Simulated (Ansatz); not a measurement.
Ga, 4 atoms in the cell. Symmetry: Cmce, No. 64, orthorhombic system. Conventional cell: a = 4.523 Å, b = 7.661 Å, c = 4.524 Å, α = 90.00°, β = 90.00°, γ = 90.00°. Around Ga (site symmetry m) lie 7 Ga at 2.48 to 2.79 Å. 

| Property | Result |
| --- | --- |
| Program | Ansatz 0.2.0 |
| Task | band structure |
| Functional | PBEsol |
| Potentials or basis | Ansatz PAW |
| Cutoff | 420 eV (not typed: the program's choice for these potentials) |
| k mesh | 7 × 7 × 6 |
| Occupations | fermi-dirac, width 0.05 eV |
| Spin | no spin polarisation |
| Path | [["G", "X", "S", "R", "A", "Z", "G", "Y", "X1", "A1", "T", "Y"], ["Z", "T"]] |
| Points for each segment of the path | 14 |

Potentials or basis: Ansatz PAW.

The run is started by

```console
$ ansatz run input.yaml --threads 2 --pin off --max-ram 5632MiB --backend cpu --events-out ev --progress --plain --runs-dir out
```

Hardware: 2 threads of Arm Neoverse V2, on a shared host.

Question: Estimate the wall time of this run.

Answer: Run time: 14 s on 2 threads of Arm Neoverse V2 (shared host), peak memory 0.46 GiB. Counts: scf iterations 7, plane waves 1517, k points 64, bands 36.
